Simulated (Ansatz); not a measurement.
The system is WC (Qusongite).

```
CELL_PARAMETERS angstrom
2.90650 0.00000 0.00000
-1.45325 2.51710 0.00000
0.00000 0.00000 2.83660
ATOMIC_POSITIONS crystal
W 0.00000 0.00000 0.00000
C 0.66667 0.33333 0.50000
```

* Program: Ansatz 0.2.0
* Task: relaxation of cell and atoms
* Functional: PBE
* Potentials or basis: Ansatz PAW
* Cutoff: 420 eV (not typed: the program's choice for these potentials)
* k mesh: 10 × 10 × 9
* Occupations: fermi-dirac, width 0.05 eV
* Spin: no spin polarisation
* Hubbard terms: W d U = 1 eV

At the start: volume 10.38 Å³/atom.

**Question.** How do energy, volume and symmetry change on relaxing?

**Answer.** It ends after 5 steps and the volume is 10.53 Å³/atom (+1.5 %); space group P-6m2 (No. 187, to 0.05 Å).

The path:
| step | energy change (eV) | largest force (eV/Å) | volume (Å³) |
| --- | --- | --- | --- |
| 1 | 0.0000 | 0.0000 | 20.75 |
| 2 | 0.0004 | 0.0000 | 21.26 |
| 3 | -0.0049 | 0.0000 | 21.06 |
| 4 | -0.0049 | 0.0000 | 21.06 |
| 5 | -0.0055 | 0.0000 | 21.06 |

Final structure:
```
W C
1.0
     2.92317    0.00000    0.00000
    -1.46159    2.53154    0.00000
     0.00000    0.00000    2.84544
W C
1 1
Direct
  0.00000 0.00000 0.00000
  0.66667 0.33333 0.50000
```

Caveat: the plane-wave basis is chosen anew once the cell has moved, so the energies of steps on either side of that aren't comparable; the pressure holds a Pulay correction of +0.3 GPa for the finite cutoff; U without spin polarisation on a metal has little footing; the U is typed as a test and isn't derived for this compound.
